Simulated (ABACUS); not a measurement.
# Na: equation of state with OLYP

Na:

```
Na
1.0
    -2.14100    2.14100    2.14100
     2.14100   -2.14100    2.14100
     2.14100    2.14100   -2.14100
Na
1
Direct
  0.00000 0.00000 0.00000
```

| Item | Value |
| --- | --- |
| Program | ABACUS 3.10.1 |
| Task | equation of state |
| Functional | OLYP |
| Potentials or basis | PseudoDojo NC SR 0.4.1 PBE standard |
| Cutoff | 1211 eV |
| Density cutoff | 4844 eV |
| Basis | plane waves |
| k mesh | 7 × 7 × 7 |
| Occupations | fermi-dirac, width 0.05 eV |
| Spin | no spin polarisation |

The equilibrium volume is 40.20 Å³/atom, the bulk modulus is 6.8 GPa and the pressure derivative of the bulk modulus is 3.7 (rough: it moves with the points fitted).

Energy against volume, from the lowest point:
| volume (Å³/atom) | energy (meV/atom) |
| --- | --- |
| 36.901 | 6.55 |
| 38.471 | 1.68 |
| 40.041 | 0.00 |
| 41.612 | 0.98 |

All runs of the series together: 12 s on 4 threads of Intel(R) Xeon(R) Platinum 8488C (Sapphire Rapids), with other jobs on the host.

Caveat: the potentials were made for another functional, which shifts forces and pressure. Zero-point motion and thermal expansion aren't in these numbers.
